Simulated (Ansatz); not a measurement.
# Sn (Fd-3m) in Ansatz: relaxation of cell and atoms with PBE+D3(BJ)

Aim: the relaxation of cell and atoms of Sn with PBE+D3(BJ).

Program: Ansatz 0.2.0. These are calculated values, not measurements. Logs are shortened: lines on timing, memory, paths and dates and some standing lists are left out, and cuts for length are marked.

### Step 1. Starting point

Symmetry: Fd-3m, No. 227, cubic system. Conventional cell: a = 6.467 Å, b = 6.467 Å, c = 6.467 Å, α = 90.00°, β = 90.00°, γ = 90.00°. Sn (site symmetry -43m) is surrounded by 4 Sn at 2.80 Å.

This isn't the form of Sn at room conditions, which is tetragonal (white tin).

### Step 2. Relaxation of cell and atoms, PBE+D3(BJ)

input.yaml

```yaml
crystal:
  lattice:
    - [0.0, 3.2333428, 3.2333428]
    - [3.2333428, 0.0, 3.2333428]
    - [3.2333428, 3.2333428, 0.0]
  atoms:
    - { symbol: Sn, position: [0.75, 0.75, 0.75] }
    - { symbol: Sn, position: [0.5, 0.5, 0.5] }
kpoints:
  mp_grid: { grid: [7, 7, 7] }
scf:
  occupations: { method: fermi_dirac, width: 0.05 }
hamiltonian:
  xc: pbe
  dispersion: d3bj
  pseudopotentials: { kind: all_electron, lapw: { basis_error: 0.001 } }
output:
  forces: true
  stress: true
relax:
  f_tol: 0.005
  max_steps: 60
  cell: {}
```

Potentials or basis: all-electron LAPW, scalar-relativistic.

Started as:

```bash
$ ansatz run input.yaml --threads 1 --pin off --max-ram 3072MiB --backend cpu --events-out ev --progress --plain --runs-dir out
```

The program printed:

```text
Warning: RAYON_NUM_THREADS=1 ignored (pool sized by the plan → 1); use --threads N
The last accepted step is kept in <dir> (removed where the run ends without a failure and the disk answers)
LAPW: plane waves up to 8.521 Å⁻¹, error target 1.0e-3 eV per atom; small_component_spin mean_spin; Sn in spheres of 1.358 Å, 22 of its electrons in bands, Dirac shells [] (how accurate: hamiltonian.pseudopotentials.lapw.basis_error, Limitations)
Engine: ansatz 0.2.0, aarch64-unknown-linux-gnu
Pseudopotentials: kind: all_electron
Pseudopotential: Sn, LAPW, valence charge 22, lapw/all_electron/scalar/gaussian/Sn, Koelling and Harmon's equation, gaussian nucleus
Functional definition: PBE
  parameter kappa = 0.804
  parameter beta = 0.06672455060314922
  exchange = pbe_x(kappa = kappa, mu = beta*pi^2/3)
  correlation = pbe_c(beta = beta)
Crystal: 2 atoms, lattice volume = 67.606 Å³
Basis set: ecut = 276.60062844743527 eV, 725 PW (Γ), exchange–correlation at level 2
Bands: 27, of which v1, the nominal top of the filled ones, is band 22 counted from 1 (21 counted from 0)
Symmetry: 48 space group operations
Space group: Fd-3m (ITA 227), of the structure as read, at distance tolerance 4.1e-5 Å
k-points: 20 of 343
Non-local potential: Sn, projectors of the file, none
Initial density: superposition of atomic densities (chi_scale 0.1, normalization cell)
Initial wavefunctions: plane waves of lowest kinetic energy (no species holds an atomic orbital)
Functional: x = pbe(κ = 0.804, μ = 0.2195149727645171), c = pbe(β = 0.06672455060314922)
iter 1 solved again at ethr=6.99e-4 eV; its pass at ethr=1.00e-1 eV (dr2=3.07e-1 eV) is discarded
SCF iter   1: F=—  HF=-336179.456686 eV  |F-HF|=—  |Δ(HF+E_count)|=         —  Δρ=1.91e-2  dr2=3.11e-1  ethr=6.99e-4  ⟨swp⟩=2.8  Hψ=3449  notcnv=0
preconditioner: auto → none  [insulator: Δε(μ)=0.347 eV  Ē_g=20.868 eV  σ=0.050 eV  W_gap=0.80  n_scr=14 (ndim 8)  ℏωp=23.9 eV  f_vac=0.118  D(μ)=0.20/eV (n_scr^D=0)  ε∞_Penn≈2.3]
SCF iter   2: F=—  HF=-336179.412431 eV  |F-HF|=—  |Δ(HF+E_count)|=   4.43e-2  Δρ=8.65e-3  dr2=6.17e-2  ethr=6.99e-4  ⟨swp⟩=2.0  Hψ=1591  notcnv=0
iter 3 solved again at ethr=5.70e-7 eV; its pass at ethr=1.40e-4 eV (dr2=2.51e-4 eV) is discarded
SCF iter   3: F=—  HF=-336179.410459 eV  |F-HF|=—  |Δ(HF+E_count)|=   1.97e-3  Δρ=7.40e-4  dr2=2.54e-4  ethr=5.70e-7  ⟨swp⟩=2.8  Hψ=2753  notcnv=0
SCF iter   4: F=—  HF=-336179.409593 eV  |F-HF|=—  |Δ(HF+E_count)|=         —  Δρ=2.59e-4  dr2=3.69e-5  ethr=5.70e-7  ⟨swp⟩=3.0  Hψ=1544  notcnv=0
the basis was enlarged: its passes take 191.5 KiB over the memory plan, 1 of 1 planned eigensolver slots
SCF iter   5: F=—  HF=-336179.409666 eV  |F-HF|=—  |Δ(HF+E_count)|=   7.26e-5  Δρ=4.54e-5  dr2=1.31e-6  ethr=8.38e-8  ⟨swp⟩=3.0  Hψ=1586  notcnv=0
SCF iter   6: F=-336179.409670 eV  HF=-336179.409670 eV  |F-HF|=5.77e-8  |Δ(HF+E_count)|=   3.66e-6  Δρ=5.16e-6  dr2=1.97e-8  ethr=2.97e-9  ⟨swp⟩=3.0  Hψ=1586  notcnv=0
SCF 1 converged in 6 iterations: F = -336179.409670 eV  dr2 = 1.97e-8
relax step   1: F+E_penalty+E_count = -336179.40966966 eV  Δ(F+E_penalty+E_count) = +0.000e0 eV  max|allowed force component| = 8.674e-19 eV/Å  Δτ_max = 0.0000 Å  P = +2.201 GPa  Ω = 67.606 Å³  (6 SCF iters, accepted)
Crystal: 2 atoms, lattice volume = 73.015 Å³
Basis set: ecut = 262.7661265274931 eV, 725 PW (Γ), exchange–correlation at level 2
Initial density: handed on by an earlier stage of this run
Initial wavefunctions: those handed on with the density
iter 1 solved again at ethr=9.45e-7 eV; its pass at ethr=1.00e-1 eV (dr2=4.16e-4 eV) is discarded
SCF iter   1: F=—  HF=-336179.425234 eV  |F-HF|=—  |Δ(HF+E_count)|=         —  Δρ=5.38e-4  dr2=4.57e-4  ethr=9.45e-7  ⟨swp⟩=4.2  Hψ=3024  notcnv=0
preconditioner: auto → none  [insulator: Δε(μ)=0.141 eV  Ē_g=20.648 eV  σ=0.050 eV  W_gap=0.51  n_scr=14 (ndim 8)  ℏωp=23.0 eV  f_vac=0.220  D(μ)=0.39/eV (n_scr^D=0)  ε∞_Penn≈2.2]
SCF iter   2: F=—  HF=-336179.425561 eV  |F-HF|=—  |Δ(HF+E_count)|=   3.26e-4  Δρ=2.92e-4  dr2=1.33e-4  ethr=9.45e-7  ⟨swp⟩=3.0  Hψ=1533  notcnv=0
iter 3 solved again at ethr=1.96e-9 eV; its pass at ethr=3.03e-7 eV (dr2=8.60e-7 eV) is discarded
SCF iter   3: F=—  HF=-336179.425736 eV  |F-HF|=—  |Δ(HF+E_count)|=   1.76e-4  Δρ=3.66e-5  dr2=8.59e-7  ethr=1.96e-9  ⟨swp⟩=2.0  Hψ=2690  notcnv=0
SCF iter   4: F=—  HF=-336179.425733 eV  |F-HF|=—  |Δ(HF+E_count)|=   2.99e-6  Δρ=1.43e-5  dr2=1.46e-7  ethr=1.95e-9  ⟨swp⟩=3.0  Hψ=1583  notcnv=0
SCF iter   5: F=-336179.425734 eV  HF=-336179.425734 eV  |F-HF|=7.97e-9  |Δ(HF+E_count)|=   5.05e-7  Δρ=1.33e-6  dr2=1.44e-9  ethr=3.33e-10  ⟨swp⟩=3.0  Hψ=1586  notcnv=0
SCF 2 converged in 5 iterations: F = -336179.425734 eV  dr2 = 1.44e-9
relax step   2: F+E_penalty+E_count = -336179.42573369 eV  Δ(F+E_penalty+E_count) = -1.606e-2 eV  max|allowed force component| = 6.650e-18 eV/Å  Δτ_max = 0.0000 Å  P = -0.987 GPa  Ω = 73.015 Å³  (5 SCF iters, accepted)
Crystal: 2 atoms, lattice volume = 71.250 Å³
Basis set: ecut = 267.0869236598307 eV, 725 PW (Γ), exchange–correlation at level 2
iter 1 solved again at ethr=1.51e-7 eV; its pass at ethr=1.00e-1 eV (dr2=6.65e-5 eV) is discarded
SCF iter   1: F=—  HF=-336179.431900 eV  |F-HF|=—  |Δ(HF+E_count)|=         —  Δρ=1.90e-4  dr2=5.72e-5  ethr=1.51e-7  ⟨swp⟩=4.2  Hψ=2993  notcnv=0
preconditioner: auto → none  [insulator: Δε(μ)=0.190 eV  Ē_g=20.730 eV  σ=0.050 eV  W_gap=0.62  n_scr=14 (ndim 8)  ℏωp=23.3 eV  f_vac=0.211  D(μ)=0.31/eV (n_scr^D=0)  ε∞_Penn≈2.3]
SCF iter   2: F=—  HF=-336179.431929 eV  |F-HF|=—  |Δ(HF+E_count)|=   2.81e-5  Δρ=9.91e-5  dr2=1.50e-5  ethr=1.30e-7  ⟨swp⟩=2.7  Hψ=1519  notcnv=0
iter 3 solved again at ethr=2.02e-10 eV; its pass at ethr=3.42e-8 eV (dr2=8.88e-8 eV) is discarded
SCF iter   3: F=—  HF=-336179.431944 eV  |F-HF|=—  |Δ(HF+E_count)|=   1.58e-5  Δρ=1.19e-5  dr2=8.87e-8  ethr=2.02e-10  ⟨swp⟩=2.0  Hψ=2689  notcnv=0
SCF iter   4: F=-336179.431944 eV  HF=-336179.431944 eV  |F-HF|=4.02e-8  |Δ(HF+E_count)|=   9.38e-8  Δρ=4.82e-6  dr2=1.79e-8  ethr=2.01e-10  ⟨swp⟩=3.0  Hψ=1583  notcnv=0
SCF 3 converged in 4 iterations: F = -336179.431944 eV  dr2 = 1.79e-8
relax step   3: F+E_penalty+E_count = -336179.43194428 eV  Δ(F+E_penalty+E_count) = -6.211e-3 eV  max|allowed force component| = 5.782e-18 eV/Å  Δτ_max = 0.0000 Å  P = -0.116 GPa  Ω = 71.250 Å³  (4 SCF iters, accepted)
Crystal: 2 atoms, lattice volume = 71.021 Å³
Basis set: ecut = 267.6606985403919 eV, 725 PW (Γ), exchange–correlation at level 2
iter 1 solved again at ethr=3.20e-9 eV; its pass at ethr=1.00e-1 eV (dr2=1.41e-6 eV) is discarded
SCF iter   1: F=—  HF=-336179.432021 eV  |F-HF|=—  |Δ(HF+E_count)|=         —  Δρ=2.69e-5  dr2=1.07e-6  ethr=3.20e-9  ⟨swp⟩=4.8  Hψ=2961  notcnv=0
preconditioner: auto → none  [insulator: Δε(μ)=0.198 eV  Ē_g=20.744 eV  σ=0.050 eV  W_gap=0.64  n_scr=14 (ndim 8)  ℏωp=23.3 eV  f_vac=0.211  D(μ)=0.30/eV (n_scr^D=0)  ε∞_Penn≈2.3]
SCF iter   2: F=—  HF=-336179.432022 eV  |F-HF|=—  |Δ(HF+E_count)|=   8.64e-7  Δρ=1.47e-5  dr2=3.03e-7  ethr=2.44e-9  ⟨swp⟩=3.0  Hψ=1531  notcnv=0
iter 3 solved again at ethr=2.06e-12 eV; its pass at ethr=6.89e-10 eV (dr2=9.09e-10 eV) is discarded
SCF iter   3: F=-336179.432022 eV  HF=-336179.432022 eV  |F-HF|=4.66e-10  |Δ(HF+E_count)|=   4.53e-7  Δρ=1.17e-6  dr2=9.06e-10  ethr=2.06e-12  ⟨swp⟩=2.0  Hψ=2689  notcnv=0
SCF 4 converged in 3 iterations: F = -336179.432022 eV  dr2 = 9.06e-10
relax step   4: F+E_penalty+E_count = -336179.43202227 eV  Δ(F+E_penalty+E_count) = -7.799e-5 eV  max|allowed force component| = 1.055e-17 eV/Å  Δτ_max = 0.0000 Å  P = +0.008 GPa  Ω = 71.021 Å³  (3 SCF iters, accepted)
iter 1 solved again at ethr=2.05e-12 eV; its pass at ethr=1.00e-1 eV (dr2=9.04e-10 eV) is discarded
SCF iter   1: F=—  HF=-336179.432022 eV  |F-HF|=—  |Δ(HF+E_count)|=         —  Δρ=1.16e-6  dr2=9.04e-10  ethr=2.13e-12 (applied; sched 2.05e-12)  ⟨swp⟩=6.5  Hψ=2800  notcnv=0
preconditioner: auto → none  [insulator: Δε(μ)=0.199 eV  Ē_g=20.744 eV  σ=0.050 eV  W_gap=0.64  n_scr=14 (ndim 8)  ℏωp=23.3 eV  f_vac=0.211  D(μ)=0.30/eV (n_scr^D=0)  ε∞_Penn≈2.3]
SCF iter   2: F=-336179.432022 eV  HF=-336179.432022 eV  |F-HF|=2.27e-9  |Δ(HF+E_count)|=  5.82e-10  Δρ=5.67e-7  dr2=2.99e-10  ethr=2.15e-12 (applied; sched 2.05e-12)  ⟨swp⟩=3.0  Hψ=1579  notcnv=0
SCF 5 converged in 2 iterations: F = -336179.432022 eV  dr2 = 2.99e-10
relax step   5: F+E_penalty+E_count = -336179.43202211 eV  Δ(F+E_penalty+E_count) = +1.570e-7 eV  max|allowed force component| = 9.686e-18 eV/Å  Δτ_max = 0.0000 Å  P = +0.008 GPa  Ω = 71.021 Å³  stress off target by 7.71e-3 GPa  SCF on the basis re-selected at this cell (its energy is not comparable with the rows above)  (2 SCF iters)
basis re-selected at this cell: Δ(F+E_penalty+E_count) = +1.570e-7 eV, ΔP = -0.000 GPa vs the last step (what re-selecting the basis moved, after the strain that the cell walked since its last selection, with what the two solves' SCF thresholds leave and, on support functions, any second-order correction that the steps lacked; it is no measure of the basis error at this ecutwfc). This SCF's stress stands 7.71e-3 GPa from its target on what of the cell is left free (relax.cell.stress_tol is 5.00e-2 GPa) and its largest allowed force component is 9.69e-18 eV/Å (relax.f_tol is 5.00e-3 eV/Å): within both
SCF converged after 2 iterations
Free energy (F): -336179.432022 eV
Harris-Foulkes:  -336179.432022 eV  (|F-HF|=2.27e-9)
Internal energy: -336179.429482 eV  (E = F + TS)
E sigma→0 (E₀):  -336179.430752 eV
Entropy (-TS):   -0.002540 eV (-1.270 meV/atom)
Fermi energy:    9.521094 eV
--- Per-component energies (eV) ---
  E_band       = -1582.650107
  E_kinetic    = 353568.111605
  E_xc         = -8995.423193
  E_electrostatic = -680751.528701  (all electrons and nuclei)
  E_disp       = -0.589193  (pairwise vdW)
  E_smearing   = -0.002540  (= −TS)
  E_closure    = 0.000000  (closes the sum)
  E_atoms      = -336171.220692  (free atoms, spherical and without spin; not in F)
  Σ components = -336179.432022   (vs F -336179.432022, Δ=0.00e0)
  Basis errors (estimates in eV, not in F): energy 3.9e-4 per atom: plane waves 3.7e-4 (2.2e-4 summed), levels above the bands 1.1e-46, relativity 4.2e-8, radial functions 2.3e-5, core shells 6.8e-8; eigenvalues (radial functions only) 1.5e-7; not estimated: angular momenta, meshes, grids; target (lapw.basis_error) 1.0e-3; muffin-tin radii Sn 1.381 Å
--- Forces (eV/Å), atoms counted from 1 ---
  atom   1  Sn    -0.00000000    -0.00000000    -0.00000000
  atom   2  Sn     0.00000000     0.00000000     0.00000000
  max |Σ_I F_I| component: 2.31e-18 eV/Å
--- Stress (GPa, compression-positive) ---
        0.007713      -0.000000       0.000000
       -0.000000       0.007713      -0.000000
        0.000000      -0.000000       0.007713
  P = ⅓ Tr σ = 0.0077 GPa (0.077 kbar)
--- Relaxed structure (4 steps of the walk, 4 accepted, 1 SCFs on fresh bases) ---
  F+E_penalty+E_count = -336179.43202211 eV   max|allowed force component| = 9.686e-18 eV/Å   (the final SCF, on the basis selected at the relaxed cell)
  cell:  # Å, volume = 71.0212 Å³
    - [-2.388455640419809e-34, 3.286896499065415, 3.286896499065415]
    - [3.286896499065415, 1.2611045781416587e-33, 3.286896499065415]
    - [3.286896499065415, 3.286896499065415, 2.7706085428869785e-34]
  atoms:
    - { symbol: Sn, position: [0.75, 0.75, 0.75] }
    - { symbol: Sn, position: [0.49999999999999994, 0.49999999999999994, 0.49999999999999994] }
```

Wall time 24 s (1 thread of Arm Neoverse V2, shared host); peak memory 0.29 GiB.

Results:

| Item | Value |
| --- | --- |
| Free energy | -336179.4320 eV |
| Relaxed volume | 35.51 Å³/atom |
| Relaxed cell | a = 4.648 Å, b = 4.648 Å, c = 4.648 Å, α = 60.00°, β = 60.00°, γ = 60.00° |
| Space group after relaxing (to 0.05 Å) | Fd-3m (No. 227) |
| Energy gained by relaxing | 11.2 meV/atom |
| Ionic steps | 5 |
| Pressure after relaxing | 0.0 GPa |

Step by step:
```
step  energy change (eV)  largest force (eV/Å)  volume (Å³)
   1              0.0000                0.0000        67.61
   2             -0.0161                0.0000        73.01
   3             -0.0223                0.0000        71.25
   4             -0.0224                0.0000        71.02
   5             -0.0224                0.0000        71.02
```

Final structure:
```
CELL_PARAMETERS angstrom
0.00000 3.28690 3.28690
3.28690 0.00000 3.28690
3.28690 3.28690 0.00000
ATOMIC_POSITIONS crystal
Sn 0.75000 0.75000 0.75000
Sn 0.50000 0.50000 0.50000
```

Zero-point motion and thermal expansion aren't in these numbers.
